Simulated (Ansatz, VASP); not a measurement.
# One calculation of Na3H, two programs

```
CELL_PARAMETERS angstrom
4.39166 0.00000 0.00000
-2.19583 3.80329 0.00000
0.00000 0.00000 4.08558
ATOMIC_POSITIONS crystal
Na 0.50000 0.00000 0.00000
Na 0.00000 0.50000 0.00000
Na 0.50000 0.50000 0.00000
H 0.00000 0.00000 0.00000
```

Alike in both runs: task single point; functional PBE; k mesh 6 × 6 × 4; occupations gaussian, width 0.1 eV; no spin polarisation.

|  | VASP | Ansatz |
| --- | --- | --- |
| version | VASP 6.6.1 | Ansatz 0.2.0 |
| potentials or method | VASP PAW PBE potentials, release 64 (Na_pv, H) | scalar-relativistic, plane waves, PAW |
| plane-wave cutoff (eV) | 520 | 420 |
| valence electrons in the cell | 22 | 28 |

Ansatz gave:

| Quantity | Value |
| --- | --- |
| gap on the k mesh at the Fermi level (eV) | none |
| pressure (GPa) | 18.0 |
| largest component of the traceless stress (GPa) | 24.73 |

Task: What did VASP give for the same quantities?

Result: gap on the k mesh at the Fermi level (eV): none; pressure (GPa): 18.1; largest component of the traceless stress (GPa): 24.83.

A gap of «none» marks a metal or a gap that the smearing closes. The two sets of potentials don't hold the same shells in valence.

Caveats: the k mesh is coarse (spacing up to 0.38 Å⁻¹), so the values aren't converged; so large a pressure means that the cell lies far from this level's equilibrium, or that cutoff or potentials fall short (VASP).
